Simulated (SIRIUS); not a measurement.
HfB2 in SIRIUS: the effect of functional

HfB2:

```
CELL_PARAMETERS angstrom
3.14000 0.00000 0.00000
-1.57000 2.71932 0.00000
0.00000 0.00000 3.48000
ATOMIC_POSITIONS crystal
Hf 0.00000 0.00000 0.00000
B 0.66667 0.33333 0.50000
B 0.33333 0.66667 0.50000
```

Alike in all runs:

- Program: SIRIUS 7.10.0
- Task: eos task
- Potentials or basis: PseudoDojo 0.4.1 PBE standard (scalar relativistic)
- Cutoff: 1054 eV
- Density cutoff: 4214 eV
- k mesh: 5 × 5 × 4
- Occupations: fermi-dirac, width 0.05 eV
- Spin: no spin polarisation

| functional | V0 of scaled cells (Å³/atom) | B0 (GPa) |
| --- | --- | --- |
| LDA | 9.69 | 269 |
| PBE | 9.98 | 251 |
| PBEsol | 9.80 | 262 |
| RPBE | ? | ? |
| AM05 | 9.76 | 264 |

Q: What does the run with functional RPBE give?

A: V0 of scaled cells 10.08 Å³/atom; B0 245 GPa.

Caveats: all runs use coarse meshes; the cell was scaled at fixed shape and fractional positions, which overstates the stiffness of a crystal with free parameters, most of all of layers and chains; the potentials were made for another functional, which shifts forces and pressure (some runs).
